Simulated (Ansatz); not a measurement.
# Coordination and H-2 quadrupole coupling in B₆H₁₀N

Cell: a computed structure from the Materials Project (it need not be an observed phase), its atoms then relaxed with PBE in this cell.

```
B H N
1.0
     0.00000    5.42350    5.42350
     5.42350    0.00000    5.42350
     5.42350    5.42350    0.00000
B H N
12 20 2
Direct
  0.55124 0.71444 0.28556
  0.71444 0.55124 0.44876
  0.44876 0.28556 0.71444
  0.28556 0.55124 0.71444
  0.28556 0.71444 0.44876
  0.44876 0.71444 0.55124
  0.71444 0.28556 0.55124
  0.55124 0.44876 0.71444
  0.71444 0.44876 0.28556
  0.55124 0.28556 0.44876
  0.44876 0.55124 0.28556
  0.28556 0.44876 0.55124
  0.69500 0.91501 0.69500
  0.69500 0.69500 0.91501
  0.91501 0.69500 0.69500
  0.69500 0.69500 0.69500
  0.30500 0.08499 0.30500
  0.30500 0.30500 0.08499
  0.08499 0.30500 0.30500
  0.30500 0.30500 0.30500
  0.58897 0.86657 0.13343
  0.86657 0.58897 0.41103
  0.41103 0.13343 0.86657
  0.13343 0.58897 0.86657
  0.13343 0.86657 0.41103
  0.41103 0.86657 0.58897
  0.13343 0.41103 0.58897
  0.41103 0.58897 0.13343
  0.58897 0.13343 0.41103
  0.86657 0.41103 0.13343
  0.58897 0.41103 0.86657
  0.86657 0.13343 0.58897
  0.75000 0.75000 0.75000
  0.25000 0.25000 0.25000
```

Atoms are numbered from 1 in the order listed; like atoms form one site, named after its first atom.

Computed with Ansatz: DFT, r2SCAN, plane waves and PAW, scalar-relativistic, 500 eV cutoff, Γ-centred 6×6×6 k-points, Fermi–Dirac smearing 0.05 eV.

Q(H-2) = 2.858 mb.

Task: Rank these H sites by |C_Q|, smallest first.
A. H21: 1 B at 1.20 Å
B. H13: 1 N at 1.03 Å

Result: A (0.131 MHz, η = 0.05), B (0.201 MHz, η = 0.00).

An axis of threefold or higher order runs through H13, so V_zz lies along it and η is zero. At H21 V_zz points along its bond to B (within 1°). Like point charges on the first shell alone (each adding as 1/d³) would give the same order.

The largest force is 0.4 eV/Å, so the atoms aren't at the calculated equilibrium and relaxing them would move these values. The lattice is static: at room temperature ammonium may turn and average the couplings of its hydrogen.
